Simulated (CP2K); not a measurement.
Runs of CP2K 2026.2 on TaS2. The structure is trigonal, space group P-3m1 (No. 164). The conventional cell has a = 3.350 Å, b = 3.350 Å, c = 5.860 Å, α = 90.00°, β = 90.00°, γ = 120.00°. Around Ta (site symmetry -3m) lie 6 S at 2.43 Å. S (site symmetry 3m) has 3 Ta at 2.43 Å as nearest neighbours. 

| task | level | smearing | NGRIDS | points a segment of the path (NPOINTS) | bands added on the path | gap on the mesh (eV) | pressure (GPa) | largest force (eV/Å) |
| --- | --- | --- | --- | --- | --- | --- | --- | --- |
| single point | PBE | gaussian 0.022 eV | 4 | - | - | none | 8.2 | 1.14 |
| band structure | PBE | fermi-dirac 0.05 eV | 4 | 8 | 4 | none | 8.2 | (a) |
| single point | PBE | gaussian 0.021 eV | 4 | - | - | none | 8.2 | 1.14 |
| band structure | RPBE | fermi-dirac 0.05 eV | 5 | 8 | 6 | none | 10.2 | 1.14 |
| single point | PBE | gaussian 0.018 eV | 4 | - | - | none | 8.1 | 1.15 |
| single point | PBE | gaussian 0.013 eV | 4 | - | - | none | 8.1 | 1.15 |
| single point | PBE | gaussian 0.011 eV | 5 | - | - | none | 8.1 | 1.15 |
| single point | PBE | gaussian 0.012 eV | 5 | - | - | none | 8.1 | 1.15 |

Alike in all rows: potentials or basis POTENTIAL_UZH Ta GTH-PBE-q13, S GTH-PBE-q6; TZVP-MOLOPT-PBE-GTH basis; no spin polarisation; cell as given; k mesh 9 × 9 × 5.

Question: Fill in the values left out.

Answer: (a) 1.12.

Caveats: this functional lacks dispersion, which binds the layers, so the pressure and a relaxed spacing across them are unreliable; the basis of atomic orbitals isn't converged, which shifts pressures, moduli and gaps; forces of over 1 eV/Å show positions far from the minimum, so gaps and moduli don't describe the material at rest (some runs); spin-orbit coupling is left out, which moves the levels of the heavy elements (some runs); the potentials were made for another functional, which shifts forces and pressure (some runs).

A k mesh can miss the band edges, and the runs leave out spin-orbit coupling on Ta.

A gap of «none» marks a metal or a gap under the smearing width.
